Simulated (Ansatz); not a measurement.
# C (Carbon): the cost of one run

Computed with Ansatz 0.2.0, driven from Python. Level of theory: DFT LDA, plane waves, PAW.

A COD entry behind a cell of this session may itself be a prediction, so a difference from it is no test against experiment.

## 1. The system

The structure is hexagonal, space group P6_3/mmc (No. 194). Conventional cell: a = 2.522 Å, b = 2.522 Å, c = 4.119 Å, α = 90.00°, β = 90.00°, γ = 120.00°. Around C (site symmetry 3m) lie 4 C at 1.54 Å.

No structure file is read: the coordinates are typed or built in the script.

## 2. The code

The input, c_strain.py:

```python
'''A shear strain scan of C.'''

import warnings

import ansatz as az
import matplotlib.pyplot as plt
import numpy as np

XC = 'lda'
SMEARING = 'fermi_dirac'
SIGMA = 0.05
CUTOFF_EV = 520
KGRID = (16, 16, 9)

vectors0 = np.array([
    [2.5221, 0.0, 0.0],
    [-1.26105, 2.184203, 0.0],
    [0.0, 0.0, 4.1186],
])
sites = [
    ('C', (1 / 3, 2 / 3, 0.0625)),
    ('C', (2 / 3, 1 / 3, 0.5625)),
    ('C', (1 / 3, 2 / 3, 0.4375)),
    ('C', (2 / 3, 1 / 3, 0.9375)),
]


def crystal_on(cell):
    crystal = az.Crystal(lattice=az.Lattice.of(cell))
    for symbol, position in sites:
        crystal = crystal.atom(symbol, position)
    return crystal

warnings.simplefilter('ignore', az.DeckWarning)

# clamped ions: the fractional positions stay as typed
values = np.linspace(-0.02, 0.02, 5)
energies = []
for d in values:
    strain = np.array([[0, d / 2, 0], [d / 2, 0, 0], [0, 0, 0]])
    cell = vectors0 @ (np.eye(3) + strain)
    calculation = (
        crystal_on(cell).calculation()
        .functional(XC)
        .occupations(SMEARING, width=SIGMA)
        .basis(CUTOFF_EV)
        .kpoints(*KGRID)
    )
    data = calculation.run().report
    energies.append(data['free_energy_ev'] / len(sites))
    print(f'd = {d:+.4f}  F = {energies[-1]:.5f} eV/atom')
energies = np.array(energies)

for value, e in zip(values, energies):
    print(f'strain {value:7.3f}   E - Emin = {1000 * (e - energies.min()):9.3f} meV/atom')
plt.figure(figsize=(4.5, 3))
plt.plot(values, 1000 * (energies - energies.min()), 'o-')
plt.xlabel('strain')
plt.ylabel('meV/atom')
plt.tight_layout()
plt.savefig('strain.png', dpi=100)
curvature = 2 * np.polyfit(values, energies, 3)[1]
volume = abs(np.linalg.det(vectors0)) / len(sites)
print(f'd2E/dd2 over the volume: {curvature / volume * 160.21766:.1f} GPa')
```

## 3. Launch

Run with:

```
$ python c_strain.py
```

**Question.** How long does this script take on 1 thread of Arm Neoverse V2, shared host, and how much memory does it need?

About 38 s, with a peak of 0.57 GiB.
